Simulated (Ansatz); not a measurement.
**La under changes of volume**

One of the cells (38.320 Å³/atom); the others are scaled copies at fixed shape and fractional positions:

```
La
1.0
    -2.12383    2.12383    2.12383
     2.12383   -2.12383    2.12383
     2.12383    2.12383   -2.12383
La
1
Direct
  0.00000 0.00000 0.00000
```

This isn't the form of La at room conditions, which is double hcp.

```yaml
Program: Ansatz 0.2.0
Functional: LDA
Potentials_or_basis: all-electron LAPW, scalar-relativistic
Cutoff: 123 eV (chosen from the basis error)
Basis_error_allowed: 0.001 eV/atom
k_mesh: 9 × 9 × 9
Occupations: fermi-dirac, width 0.05 eV
Spin: no spin polarisation
```

```csv
volume (Å³/atom),energy over the lowest point (meV/atom),pressure (GPa)
36.020,0.00,-2.5
36.787,13.54,-3.0
37.553,29.25,-3.4
38.320,46.91,-3.8
39.086,66.37,-4.2
39.852,87.45,-4.5
40.619,?,?
```

Problem. What does the run at 40.619 Å³/atom give?

Solution. Energy over the lowest point 110.02 meV/atom; pressure -4.8 GPa.

Worked out: A Birch-Murnaghan fit of order 3 (a polynomial in V^(-2/3)) to the other rows has no minimum within the range. It gives 110.05 meV/atom at 40.619 Å³/atom, against the run's 110.02, and -dE/dV = -4.9 GPa, against -4.8.

Energies are extrapolated to zero smearing.
